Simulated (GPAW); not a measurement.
## PbSe (Clausthalite): band structure with r2SCAN

**Measured values to compare with.**

From a printed reference work, monograph, for a bulk crystal of PbSe at 4.2 K: band gap 0.15 eV (direct).

Crystal: PbSe (Clausthalite).

```xyz
2
Lattice="0.0000 3.0606 3.0606 3.0606 0.0000 3.0606 3.0606 3.0606 0.0000" Properties=species:S:1:pos:R:3 pbc="T T T"
Pb    0.0000    0.0000    0.0000
Se    3.0606    3.0606    3.0606
```

| Quantity | Value |
| --- | --- |
| Program | GPAW 26.7.0 |
| Task | band structure |
| Functional | r2SCAN |
| Potentials or basis | GPAW PAW data sets (gpaw-data 1.2.1) |
| Cutoff | 600 eV |
| Basis | pw |
| k mesh | 6 × 6 × 6 |
| Occupations | fermi-dirac, width 0.05 eV |
| Spin | spin-orbit coupling, no magnetisation |
| Maxiter | 150 |
| Band path | GXWKGLUWLK,UX |
| Band points | 60 |
| spin axis theta (degrees) | 90 |
| spin axis phi (degrees) | 0 |
| Soc after scf | second variation without the xc potential |

| Property | Result |
| --- | --- |
| Pressure | 1.3 GPa |
| Band gap on the k mesh | 0.15 eV, direct |
| Band gap along the path | 0.22 eV, direct |

Levels at the corners of the path, in eV from the valence-band top:
| point | band 17 | band 18 | band 19 | band 20 | band 21 | band 22 | band 23 | band 24 |
| --- | --- | --- | --- | --- | --- | --- | --- | --- |
| Γ | -1.65 | -1.65 | -1.65 | -1.65 | 3.22 | 3.22 | 6.19 | 6.19 |
| X | -3.54 | -3.54 | -2.98 | -2.98 | 4.20 | 4.20 | 4.84 | 4.84 |
| W | -4.13 | -4.13 | -0.70 | -0.70 | 2.04 | 2.04 | 5.38 | 5.38 |
| K | -2.86 | -2.86 | -2.21 | -2.21 | 3.30 | 3.30 | 4.65 | 4.65 |
| Γ | -1.65 | -1.65 | -1.65 | -1.65 | 3.22 | 3.22 | 6.19 | 6.19 |
| L | -1.33 | -1.33 | 0.00 | 0.00 | 0.22 | 0.22 | 1.82 | 1.82 |
| U | -2.86 | -2.86 | -2.21 | -2.21 | 3.30 | 3.31 | 4.65 | 4.65 |
| W | -4.13 | -4.13 | -0.70 | -0.70 | 2.04 | 2.04 | 5.38 | 5.38 |
| L | -1.33 | -1.33 | 0.00 | 0.00 | 0.22 | 0.22 | 1.82 | 1.82 |
| K | -2.86 | -2.86 | -2.21 | -2.21 | 3.30 | 3.30 | 4.65 | 4.65 |
| U | -2.86 | -2.86 | -2.21 | -2.21 | 3.30 | 3.31 | 4.65 | 4.65 |
| X | -3.54 | -3.54 | -2.98 | -2.98 | 4.20 | 4.20 | 4.84 | 4.84 |

Wall time 110 s on 1 thread of Arm Neoverse V2, with other jobs on the host, peak memory 0.42 GiB.

Against the measured gap of PbSe, 0.15 eV (direct; 4.2 K; a printed reference work, monograph), the calculated 0.15 eV is off by 0.00 eV. 2 values of this kind are on record (0.15 to 0.28 eV); this one was drawn at random. The value is that of r2SCAN on a finite k mesh, which can miss the band edges, without temperature or zero-point motion.

Caveat: spin-orbit coupling was added after a scalar SCF, so levels and gaps hold it while energy, forces, pressure and moments don't; this program's spin-orbit splittings come out too wide for heavy elements; the PAW data sets were made with another functional, which shifts forces and pressure a little.
